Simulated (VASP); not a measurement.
# BAs (F-43m) under uniaxial stress along [111], part 2 of 2

Strain engineering needs slopes: what does uniaxial stress along [111] do to the lattice and the band edges of BAs?

VASP 6.6.1, plane waves and PAW; the level of theory is named at each step.

So far: The structure; Relax the crystal, LDA; Strain across the axis, LDA; Band edges, TB-mBJ with spin-orbit coupling; Band edges, r2SCAN with spin-orbit coupling.

### 5. Band edges, r2SCAN with spin-orbit coupling (continued)

Level of this step: r2SCAN, spin-orbit coupling; plane waves and PAW (B, As); cell typed or built by script (VASP).

From OUTCAR (step 5):

```text
  Total        0.4029710      0.4029710      0.4029710     -0.2004124     -0.2004124     -0.2004124
  in kB       24.0248122     24.0248122     24.0248122    -11.9484288    -11.9484288    -11.9484288
  external PRESSURE =      24.0248122 kB  Pullay stress =       0.0000000 kB

 POSITION                                       TOTAL-FORCE (eV/Angst)
 -----------------------------------------------------------------------------------
      0.00155      0.00155      0.00155        -0.001887     -0.001887     -0.001887
      1.19590      1.19590      1.19590         0.001887      0.001887      0.001887
 -----------------------------------------------------------------------------------
    total drift:                               -0.000082     -0.000082     -0.000082

  FREE ENERGIE OF THE ION-ELECTRON SYSTEM (eV)
  ---------------------------------------------------
  free  energy   TOTEN  =      -170.3933494172 eV

  energy  without entropy=     -170.3933494172  energy(sigma->0) =     -170.39334942

[... 2 parts as in an earlier step ...]

[... 1 further part left out ...]
[key lines of the parts left out:]
E-fermi :   6.6686
```

Numbers from this step:

```
energy(sigma→0) of the program : -170.3933 eV
stress, compression positive   : 0.01 along [111], 3.60 across it (mean), GPa
```

The run ends at a pressure of 2.40 GPa, with forces up to 0.0033 eV/Å.

### 6. All members

Runs beyond LDA use the data sets made with LDA; this shifts their levels slightly, and their total energies have another zero (at TB-mBJ, which has no energy functional, they mean nothing).

The other members went through these steps as far as the tables show, with the same cutoff and, step by step, the same mesh; 41 runs are not shown. The session took 1.4 core hours (wall time by ranks) on a shared machine.

```csv
strain along the axis (%),strain across the axis (%),"stress along the axis, tension positive (GPa)",energy above the unstrained row (meV/atom),"gap on the mesh, LDA (eV)"
-2.000,0.242,-7.155,5.940,0.974
-1.500,0.178,-5.318,3.326,1.020
-1.000,0.117,-3.518,1.478,1.063
-0.500,0.058,-1.742,0.374,1.100
0,0.000,-0.001,0.000,1.136
0.500,-0.055,1.697,0.345,1.122
1.000,-0.106,3.373,1.386,1.109
1.500,-0.157,5.002,3.109,1.094
2.000,-0.205,6.593,5.498,1.079
```

Slopes at zero strain, from cubics through all rows: strain ratio -0.112, stress over strain 344 GPa.

Band edges at TB-mBJ with spin-orbit coupling, counted from the valence-band top at Γ, spin-orbit pairs averaged, with one row partly withheld:

```csv
strain along the axis (%),gap (eV),conduction band at Γ (eV),Δ or X valley along z (eV),Δ or X valley along x (eV),"lowest conduction level at L, [111] (eV)","lowest conduction level at L, [-111] (eV)",second valence level below the top (eV),third valence level below the top (eV)
-2.000,1.525,3.468,1.520,1.520,2.975,3.388,0.176,0.341
-1.500,1.571,3.518,1.565,1.565,3.065,3.374,0.126,0.297
-1.000,1.611,3.563,1.606,1.606,3.153,3.358,0.078,0.257
-0.500,1.643,3.599,1.639,1.639,?,3.336,0.036,0.226
0,1.669,3.622,1.665,1.665,3.309,3.309,0.000,0.205
0.500,1.656,3.591,1.652,1.652,3.346,3.244,0.031,0.225
1.000,1.644,3.538,1.639,1.639,3.384,3.181,0.053,0.249
1.500,1.629,3.465,1.624,1.624,3.421,3.118,0.071,0.278
2.000,1.614,3.380,1.608,1.608,3.457,3.054,0.083,0.310
```

Band edges at r2SCAN with spin-orbit coupling, counted from the valence-band top at Γ, spin-orbit pairs averaged:

```csv
strain along the axis (%),gap (eV),conduction band at Γ (eV),Δ or X valley along z (eV),Δ or X valley along x (eV),"lowest conduction level at L, [111] (eV)","lowest conduction level at L, [-111] (eV)",second valence level below the top (eV),third valence level below the top (eV)
-2.000,1.150,3.114,1.142,1.142,2.694,3.127,0.174,0.347
-1.500,1.193,3.163,1.188,1.188,2.785,3.108,0.125,0.305
-1.000,1.232,3.208,1.228,1.228,2.873,3.088,0.077,0.266
-0.500,1.263,3.244,1.260,1.260,2.954,3.062,0.036,0.236
0,1.288,3.267,1.284,1.284,3.030,3.030,0.000,0.215
0.500,1.274,3.235,1.270,1.270,3.069,2.962,0.031,0.235
1.000,1.259,3.181,1.256,1.256,3.108,2.895,0.054,0.258
1.500,1.243,3.105,1.239,1.239,3.146,2.827,0.072,0.287
2.000,1.226,3.016,1.220,1.220,3.183,2.759,0.085,0.319
```

### 7. A fit to the known rows

The quantity to fit is the splitting of the lowest conduction levels at the L points ([111] less [-111]) at TB-mBJ with spin-orbit coupling: -0.413, -0.309, -0.205, 0.000, 0.102, 0.203, 0.303, 0.403 eV in the rows shown.

A least-squares parabola through the 8 rows shown, with d the strain along the axis less the strain across it, in %: E = − 3.48e-4 d² + 0.1836 d + 1.45e-4 (eV), r.m.s. residual 1.0e-4 eV.

At d = -0.5579 this predicts -0.1024 eV.

### 8. The withheld row

The calculation gives -0.1026 eV, so the prediction is 0.0002 eV too high.

The splitting is Ξu times 8/9 of d, with d as a fraction, so the linear term gives Ξu = 20.7 eV.

### 9. Outcome

```yaml
poisson_ratio: 0.112
young_s_modulus_along_the_axis: 344 GPa
gap_of_the_unstrained_cell_tb_mbj_with_spin_orbit_coupling: 1.67 eV
gap_of_the_unstrained_cell_r2scan_with_spin_orbit_coupling: 1.29 eV
shear_deformation_potential_u_of_the_lowest_conduction_levels_at_l: 20.7 eV
error_of_the_predicted_row: 0.2 meV
```

**Reading.** As a check, the curvature of the energy gives 344 GPa for the same modulus (energy per volume = E/2 × strain²), 0 % from the slope of the stress. At TB-mBJ with spin-orbit coupling the lowest conduction valley is Δ or X throughout, and the gap runs between 1.52 and 1.67 eV. At r2SCAN with spin-orbit coupling the lowest conduction valley is Δ or X throughout, and the gap runs between 1.15 and 1.29 eV. Hole masses are left out throughout, since the top bands are degenerate or cross in many series; of conduction masses, those of the Γ, L and (for Si and Ge under (001) strain) Δ valleys are kept where they change by under an eighth between rows. A measured gap of unstrained BAs is 4.12 eV (arxiv:1911.04914, direct gap from square of absorption coefficient, average of two samples, so it belongs beside the lowest direct gap, not the least one, 300 K); the static gaps here belong to the lattice relaxed at LDA. TB-mBJ is a potential fitted for gaps; it has no energy functional, so its total energies and forces mean nothing, and its bands tend to come out too narrow. r2SCAN opens gaps somewhat over GGA but leaves them below measured values as a rule. Δ or X levels are the lowest on their line, refined by a parabola unless they lie at X; the gap is read from all points sampled and can differ from the lowest valley by some meV, or by tens of meV where strain moves the valence top off Γ. Temperature, zero-point motion and excitons are left out.

[Lines on the potential files, build, host, timing and source positions are cut from VASP's logs without a mark.]

[Logs are printed without paths, hosts, clocks, repeated set-up lines and the standing remarks that a program may print on its own settings, such as how far it seeks lower states.]

[Hosts, paths, dates, database ids (printed as entryN), source tags and the programs' standing remarks are cut or masked in the printed files.]

[In band tables of VASP the shares of atoms and orbitals are scaled to a sum of 1 inside the atoms' spheres.]
